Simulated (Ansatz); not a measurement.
**KTaO3 under changes of volume**

One of the cells (12.688 Å³/atom); the others are scaled copies at fixed shape and fractional positions:

```xyz
5
Lattice="3.9883 0.0000 0.0000 0.0000 3.9883 0.0000 0.0000 0.0000 3.9883" Properties=species:S:1:pos:R:3 pbc="T T T"
Ta    0.0000    0.0000    0.0000
K     1.9942    1.9942    1.9942
O     0.0000    0.0000    1.9942
O     0.0000    1.9942    0.0000
O     1.9942    0.0000    0.0000
```

* Program: Ansatz 0.2.0
* Functional: PBEsol
* Potentials or basis: all-electron LAPW, scalar-relativistic
* Cutoff: 467 eV (chosen from the basis error)
* Basis error allowed: 0.001 eV/atom
* k mesh: 7 × 7 × 7
* Occupations: fermi-dirac, width 0.05 eV
* Spin: no spin polarisation

| volume (Å³/atom) | energy over the lowest point (meV/atom) | pressure (GPa) | gap on the mesh (eV) |
| --- | --- | --- | --- |
| 11.927 | 29.74 | 13.7 | 2.33 |
| 12.180 | ? | ? | ? |
| 12.434 | 2.58 | 3.8 | 2.24 |
| 12.688 | 0.00 | -0.4 | 2.20 |
| 12.942 | 3.74 | -4.2 | 2.16 |
| 13.196 | 13.15 | -7.6 | 2.11 |
| 13.449 | 27.64 | -10.6 | 2.07 |

**Question.** What does the run at 12.180 Å³/atom give?

**Answer.** Energy over the lowest point 12.22 meV/atom; pressure 8.5 GPa; gap on the mesh 2.28 eV.

Worked out: A Birch-Murnaghan fit of order 3 (a polynomial in V^(-2/3)) to the other rows has its minimum at 12.66 Å³/atom with B0 = V·E''(V) = 202 GPa and B' = 4.4. It gives 12.26 meV/atom at 12.180 Å³/atom, against the run's 12.22, and -dE/dV = 8.5 GPa, against 8.5. A straight line through the other rows of the gap, of slope -2.16 eV per unit of ln V, gives 2.29 eV, against the run's 2.28.

Energies are extrapolated to zero smearing.

Caveats: spin-orbit coupling is left out, which moves the levels of the heavy elements; an odd mesh through Γ misses points on the zone boundary, where band edges often lie.
